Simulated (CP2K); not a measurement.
Se:

```
CELL_PARAMETERS angstrom
4.36620 0.00000 0.00000
-2.18310 3.78124 0.00000
0.00000 0.00000 4.95360
ATOMIC_POSITIONS crystal
Se 0.77460 0.77460 0.00000
Se 0.00000 0.22540 0.66667
Se 0.22540 0.00000 0.33333
```

Base run:

- Program: CP2K 2026.2
- Functional: LDA
- Potentials or basis: POTENTIAL_UZH Se GTH-PBE-q6; TZVP-MOLOPT-PBE-GTH basis
- Density cutoff: 9184 eV
- k mesh: 7 × 7 × 6
- Occupations: fermi-dirac, width 0.05 eV
- Spin: no spin polarisation

Its results: band gap on the k mesh 1.04 eV, indirect (least direct gap 1.39 eV); pressure 1.4 GPa; largest force 0.854 eV/Å.

The run is repeated on the same cell with these changes: functional from LDA to revPBE. What comes out?

Band gap on the k mesh 1.24 eV, indirect (least direct gap 1.49 eV); pressure 4.6 GPa; largest force 0.539 eV/Å.

revPBE binds less tightly than LDA, so the same cell stands under more pressure.

Caveats: the potentials were made for another functional, which shifts forces and pressure; an odd mesh through Γ misses points on the zone boundary, where band edges often lie; the basis of atomic orbitals isn't converged, which shifts pressures, moduli and gaps.
